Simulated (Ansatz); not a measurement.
# TiAl3: the cost of one run

Computed with Ansatz 0.2.0 (DFT PBEsol, scalar-relativistic, plane waves, PAW, unless a step's input says otherwise).

2 further runs of the same task are left out: 2 set aside as unsound or not needed.

**1. The starting structure**

Symmetry: I4/mmm, No. 139, tetragonal system. Conventional cell: a = 3.816 Å, b = 3.816 Å, c = 8.554 Å, α = 90.00°, β = 90.00°, γ = 90.00°. Ti (site symmetry 4/mmm) is surrounded by 12 Al at 2.70 to 2.87 Å. Al (site symmetry 4/mmm) has 4 Ti at 2.70 Å and 8 Al at 2.87 Å as nearest neighbours. Al (site symmetry -4m2) is surrounded by 8 Al at 2.70 to 2.87 Å and 4 Ti at 2.87 Å.

Coordinates:

```xyz
8
Lattice="3.8155 0.0000 0.0000 0.0000 3.8155 0.0000 0.0000 0.0000 8.5540" Properties=species:S:1:pos:R:3 pbc="T T T"
Ti    0.0000    0.0000    0.0000
Ti    1.9078    1.9078    4.2770
Al    1.9078    1.9078    0.0000
Al    0.0000    1.9078    2.1385
Al    1.9078    0.0000    2.1385
Al    0.0000    0.0000    4.2770
Al    1.9078    0.0000    6.4155
Al    0.0000    1.9078    6.4155
```

It goes back to an entry of the Materials Project, which need not be the stable form.

The unstrained cell comes from an earlier run at this level (8 atoms, E(σ→0) -8098.3168 eV, gap none (metal)).

**2. The cell strained by -1.0 %**

File input.yaml:

```yaml
crystal:
  lattice:
    - [3.7773926652, 0.0, 0.0]
    - [0.0, 3.7773926652, 0.0]
    - [0.0, 0.0, 8.468453679]
  atoms:
    - { symbol: Ti, position: [0.0, 0.0, 0.0] }
    - { symbol: Ti, position: [0.5, 0.5, 0.5] }
    - { symbol: Al, position: [0.5, 0.5, 0.0] }
    - { symbol: Al, position: [0.0, 0.5, 0.25] }
    - { symbol: Al, position: [0.5, 0.0, 0.25] }
    - { symbol: Al, position: [0.0, 0.0, 0.5] }
    - { symbol: Al, position: [0.5, 0.0, 0.75] }
    - { symbol: Al, position: [0.0, 0.5, 0.75] }
basis:
  ecutwfc: 420
kpoints:
  mp_grid: { grid: [10, 10, 4] }
hamiltonian:
  xc: pbesol
scf:
  occupations: { method: gaussian, width: 0.1 }
output:
  forces: true
  stress: true
  eigenvalues: true
```

Command:

```sh
$ ansatz run input.yaml --threads 1 --pin off --max-ram 2560MiB --backend cpu --events-out ev --progress --plain --runs-dir out
```

What time and memory should one allow on 1 thread of Intel Xeon Platinum 8488C (Sapphire Rapids), shared host?

About 12 s, with a peak of 0.49 GiB.
